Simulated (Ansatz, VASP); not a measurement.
One calculation of LiH, two programs

Contents of INCAR:

```
PREC = Accurate
ENCUT = 520
EDIFF = 1E-7
ISMEAR = -1
SIGMA = 0.01
LREAL = F
LASPH = T
NELM = 80
ALGO = Normal
ISIF = 2
LWAVE = F
LCHARG = F
GGA = B5
ALDAX = 1.0
AGGAX = 1.0
AGGAC = 1.0
ALDAC = 0.0
NBANDS = 9
```

The input KPOINTS:

```
Automatic mesh
0
Gamma
  16 16 16
```

Contents of POSCAR:

```
LiH
1.0
    0.0000000000      2.0367500000      2.0367500000
    2.0367500000      0.0000000000      2.0367500000
    2.0367500000      2.0367500000      0.0000000000
Li H
1 1
Direct
    0.0000000000      0.0000000000      0.0000000000
    0.5000000000      0.5000000000      0.5000000000
```

Contents of input.yaml:

```yaml
crystal:
  lattice:
    - [0.0, 2.03675, 2.03675]
    - [2.03675, 0.0, 2.03675]
    - [2.03675, 2.03675, 0.0]
  atoms:
    - { symbol: Li, position: [0.0, 0.0, 0.0] }
    - { symbol: H, position: [0.5, 0.5, 0.5] }
hamiltonian:
  xc: blyp
  pseudopotentials: { kind: nc, accuracy: standard }
kpoints:
  mp_grid: { grid: [16, 16, 16] }
scf:
  occupations: { method: fermi_dirac, width: 0.01 }
output:
  forces: true
  stress: true
  eigenvalues: true
  bader: false
  populations: intrinsic
```

Alike in both runs: functional BLYP; k mesh 16 × 16 × 16; occupations fermi-dirac, width 0.01 eV; no spin polarisation.

|  | VASP | Ansatz |
| --- | --- | --- |
| version | VASP 6.6.1 | Ansatz 0.2.0 |
| potentials or method | VASP PAW PBE potentials, release 64 (Li_sv, H) | PseudoDojo standard (PBE files) |
| plane-wave cutoff (eV) | 520 | 1007 |
| valence electrons in the cell | 4 | 4 |
| task | single point | atomic charges |

|  | VASP | Ansatz | Ansatz less VASP |
| --- | --- | --- | --- |
| gap on the k mesh at the Fermi level (eV) | 3.45 | 3.45 | +0.003 |
| least direct gap on the mesh (eV) | 3.45 | 3.45 | +0.003 |

The functional is the same, so the differences come from potentials, cutoffs and numerics.

 A k mesh can miss the band edges.
